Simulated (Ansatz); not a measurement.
# PbF2: the cost of one run

Code: Ansatz 0.2.0. PAW datasets, plane waves. (Simulation; spin polarisation is off.)

## 1. The structure to begin with

The unstrained cell was relaxed with r2SCAN+rVV10; in each strained cell the atoms were relaxed again with r2SCAN+rVV10. Names of k-points are those of the unstrained zone, where strain can split equivalent points. First state: +4.6 % strain along y alone.

It is tetragonal, I4/mmm (No. 139); conventional cell a = 4.166 Å, c = 6.160 Å, 17.82 Å³ an atom. Near Pb stand 8 F at 2.59 Å; near F stand 4 Pb at 2.59 Å and 4 F at 2.95 Å.

As a file:

```
CELL_PARAMETERS angstrom
5.89162 0.00000 0.00000
0.00000 3.08015 2.94582
0.00000 -3.08015 2.94582
ATOMIC_POSITIONS crystal
Pb 0.50000 0.96991 0.96991
Pb 0.00000 0.46991 0.46991
F 0.75000 0.96992 0.46992
F 0.25000 0.46992 0.96992
F 0.75000 0.46992 0.96992
F 0.25000 0.96992 0.46992
```

From earlier runs on the unstrained cell: PBE 4.41 eV, r2SCAN 4.92 eV, HSE06 5.71 eV; a = 5.892 Å.

## 2. +4.6 % strain along y alone: PBE

File input.yaml:

```yaml
crystal:
  lattice:
    - [5.8916182784, 0.0, 0.0]
    - [0.0, 3.0801451573, 2.9458164171]
    - [0.0, -3.0801451573, 2.9458164171]
  atoms:
    - { symbol: Pb, position: [0.5, 0.9699092191, 0.9699092191] }
    - { symbol: Pb, position: [0.0, 0.4699092191, 0.4699092191] }
    - { symbol: F, position: [0.75, 0.9699218905, 0.4699218904] }
    - { symbol: F, position: [0.25, 0.4699218904, 0.9699218905] }
    - { symbol: F, position: [0.75, 0.4699218904, 0.9699218905] }
    - { symbol: F, position: [0.25, 0.9699218905, 0.4699218904] }
kpoints:
  mp_grid: { grid: [4, 6, 6] }
  band_path:
    path:
      - [0.0, 0.0, 0.0]
      - [0.0, 0.5000003589, -0.5000003589]
      - [0.2499996014, 0.6250004685, -0.3750002494]
      - [0.7499988043, 0.3750002692, -0.3750002692]
      - [0.4999992029, 0.5000003986, 3.96e-08]
      - [0.4999992029, 0.5000003589, -0.5000003589]
      - [0.0, 0.450000323, -0.450000323]
      - [0.375, -0.5, -0.5]
    npoints: 1
hamiltonian:
  xc: pbe
scf:
  occupations: { method: fermi_dirac, width: 0.02 }
  n_extra_bands: 5
output:
  forces: true
  stress: true
  eigenvalues: true
```

On the command line:

```sh
$ ansatz run input.yaml --threads 4 --pin off --max-ram 4608MiB --backend cpu --events-out ev --progress --plain --runs-dir out
```

**Question.** How long does this run take on 4 threads of Arm Neoverse V2, shared host, and how much memory does it need?

About 3.1 s, with a peak of 0.42 GiB.
